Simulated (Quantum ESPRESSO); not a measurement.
# Ge (P-1) in Quantum ESPRESSO: single point with PBE

Aim: the single point of Ge with PBE.

Program: Quantum ESPRESSO 7.5. These are calculated values, not measurements. Logs are shortened: lines on timing, memory, paths and dates and some standing lists are left out, and cuts for length are marked.

## Step 1: The cell of the first run

The typed cell holds 1 atom: a = 2.966 Å, b = 2.960 Å, c = 2.733 Å, α = 89.71°, β = 89.49°, γ = 125.20°.

This isn't the form of Ge at room conditions, which is diamond.

## Step 2: Single point, PBE (cell strained at random at fixed volume)

File pw.in:

```
&CONTROL
  calculation = 'scf'
  prefix = 'pwscf'
  outdir = './tmp'
  pseudo_dir = './pseudo'
  tprnfor = .true.
  tstress = .true.
  disk_io = 'nowf'
/
&SYSTEM
  ibrav = 0
  nat = 1
  ntyp = 1
  ecutwfc = 55
  ecutrho = 440
  nbnd = 13
  occupations = 'smearing'
  smearing = 'fd'
  degauss = 0.00367493
/
&ELECTRONS
  conv_thr = 2d-10
  electron_maxstep = 120
  mixing_beta = 0.5
/
ATOMIC_SPECIES
Ge    72.6300 ge_pbe_v1.4.uspp.F.UPF
CELL_PARAMETERS angstrom
   1.3670230000   -2.6325480000    0.0133260000
   1.3600710000    2.6288130000    0.0077580000
   0.0203590000   -0.0028880000    2.7331880000
ATOMIC_POSITIONS crystal
Ge     0.5176120000    0.5148350000   -0.0070280000
K_POINTS automatic
11 11 10 0 0 0
```

Potentials or basis: SSSP 1.3 efficiency PBE.

Command:

```
> OMP_NUM_THREADS=1 pw.x -in pw.in > pw.out
```

pw.out:

```text
This program is part of the open-source Quantum ESPRESSO suite
     for quantum simulation of materials; please cite
[... 6 lines left out ...]
     --------------------
     sticks:   dense  smooth     PW     G-vecs:    dense   smooth      PW
     Sum         899     451    151                20649     7301    1469

     Using Slab Decomposition

     bravais-lattice index     =            0
     lattice parameter (alat)  =       5.6056  a.u.
     unit-cell volume          =     132.3147 (a.u.)^3
     number of atoms/cell      =            1
     number of atomic types    =            1
     number of electrons       =        14.00
     number of Kohn-Sham states=           13
     kinetic-energy cutoff     =      55.0000  Ry
     charge density cutoff     =     440.0000  Ry
     scf convergence threshold =      2.0E-10
     mixing beta               =       0.5000
     number of iterations used =            8  plain     mixing
     Exchange-correlation=  SLA  PW   PBX  PBC
                           (   1   4   3   4   0   0   0)

     celldm(1)=   5.605591  celldm(2)=   0.000000  celldm(3)=   0.000000
     celldm(4)=   0.000000  celldm(5)=   0.000000  celldm(6)=   0.000000

     crystal axes: (cart. coord. in units of alat)
               a(1) = (   0.460843  -0.887470   0.004492 )
               a(2) = (   0.458500   0.886211   0.002615 )
               a(3) = (   0.006863  -0.000974   0.921397 )

     reciprocal axes: (cart. coord. in units 2 pi/alat)
               b(1) = (  1.087030 -0.562372 -0.008691 )
               b(2) = (  1.088566  0.565230 -0.007511 )
               b(3) = ( -0.008390  0.001138  1.085372 )

     PseudoPot. # 1 for Ge read from file:
     ge_pbe_v1.4.uspp.F.UPF
     Pseudo is Ultrasoft + core correction, Zval = 14.0
     Generated by new atomic code, or converted to UPF format
     Using radial grid of  873 points,  6 beta functions with:
                l(1) =   0
                l(2) =   0
                l(3) =   1
                l(4) =   1
                l(5) =   2
                l(6) =   2
     Q(r) pseudized with  8 coefficients,  rinner =    1.400   1.400   1.400
                                                       1.400   1.400

     atomic species   valence    mass     pseudopotential
     Ge               14.00    72.63000     Ge( 1.00)

     No symmetry found

   Cartesian axes

     site n.     atom                  positions (alat units)
         1        Ge     tau(   1) = (   0.4745415  -0.0031059  -0.0028038  )

     number of k points=   606  Fermi-Dirac smearing, width (Ry)=  0.0037

     Number of k-points >= 100: set verbosity='high' to print them.

     Dense  grid:    20649 G-vectors     FFT dimensions: (  40,  40,  36)

     Smooth grid:     7301 G-vectors     FFT dimensions: (  27,  27,  25)

     Check: negative core charge=   -0.000001

     Initial potential from superposition of free atoms

     starting charge      13.9991, renormalised to      14.0000
     Starting wfcs are    9 randomized atomic wfcs +    4 random wfcs

     Self-consistent Calculation

     iteration #  1     ecut=    55.00 Ry     beta= 0.50
     Davidson diagonalization with overlap
     ethr =  1.00E-02,  avg # of iterations =  4.5

     Threshold (ethr) on eigenvalues was too large:
     Diagonalizing with lowered threshold

     Davidson diagonalization with overlap
     ethr =  2.41E-05,  avg # of iterations =  3.9

     total energy              =    -213.63145552 Ry
     estimated scf accuracy    <       0.00343456 Ry

     iteration #  2     ecut=    55.00 Ry     beta= 0.50
     Davidson diagonalization with overlap
     ethr =  2.45E-05,  avg # of iterations =  1.0

     total energy              =    -213.63174395 Ry
     estimated scf accuracy    <       0.00053707 Ry

     iteration #  3     ecut=    55.00 Ry     beta= 0.50
     Davidson diagonalization with overlap
     ethr =  3.84E-06,  avg # of iterations =  1.3

     total energy              =    -213.63176903 Ry
     estimated scf accuracy    <       0.00004784 Ry

     iteration #  4     ecut=    55.00 Ry     beta= 0.50
     Davidson diagonalization with overlap
     ethr =  3.42E-07,  avg # of iterations =  1.0

     total energy              =    -213.63177069 Ry
     estimated scf accuracy    <       0.00000071 Ry

     iteration #  5     ecut=    55.00 Ry     beta= 0.50
     Davidson diagonalization with overlap
     ethr =  5.07E-09,  avg # of iterations =  2.5

     total energy              =    -213.63177082 Ry
     estimated scf accuracy    <       0.00000003 Ry

     iteration #  6     ecut=    55.00 Ry     beta= 0.50
     Davidson diagonalization with overlap
     ethr =  2.40E-10,  avg # of iterations =  2.1

     total energy              =    -213.63177084 Ry
     estimated scf accuracy    <          4.0E-09 Ry

     iteration #  7     ecut=    55.00 Ry     beta= 0.50
     Davidson diagonalization with overlap
     ethr =  2.88E-11,  avg # of iterations =  2.0

     End of self-consistent calculation

     Number of k-points >= 100: set verbosity='high' to print the bands.

     the Fermi energy is    10.2148 ev

!    total energy              =    -213.63177084 Ry
     estimated scf accuracy    <          3.4E-11 Ry
     smearing contrib. (-TS)   =      -0.00032542 Ry
     internal energy E=F+TS    =    -213.63144542 Ry

     The total energy is F=E-TS. E is the sum of the following terms:
     one-electron contribution =    -118.89232410 Ry
     hartree contribution      =      73.40713223 Ry
     xc contribution           =     -58.27177775 Ry
     ewald contribution        =    -109.87447579 Ry

     convergence has been achieved in   7 iterations

     Forces acting on atoms (cartesian axes, Ry/au):

     atom    1 type  1   force =     0.00000000    0.00000000    0.00000000

     Total force =     0.000000     Total SCF correction =     0.000000

     Computing stress (Cartesian axis) and pressure

          total   stress  (Ry/bohr**3)                   (kbar)     P=       -2.10
   0.00027041  -0.00000597  -0.00002227           39.78       -0.88       -3.28
  -0.00000597  -0.00010520   0.00000500           -0.88      -15.48        0.74
  -0.00002227   0.00000500  -0.00020802           -3.28        0.74      -30.60

=------------------------------------------------------------------------------=
   JOB DONE.
=------------------------------------------------------------------------------=
```

It took 88 s on 1 thread of Arm Neoverse V1, shared host; peak memory 0.2 GiB.

Results:

```yaml
Free_energy: -2906.6083 eV
Pressure: -0.2 GPa
Band_gap_on_the_k_mesh: none (metal or under the smearing width)
```

Stress tensor (GPa, compression positive):
```
 3.98 -0.09 -0.33
-0.09 -1.55  0.07
-0.33  0.07 -3.06
```
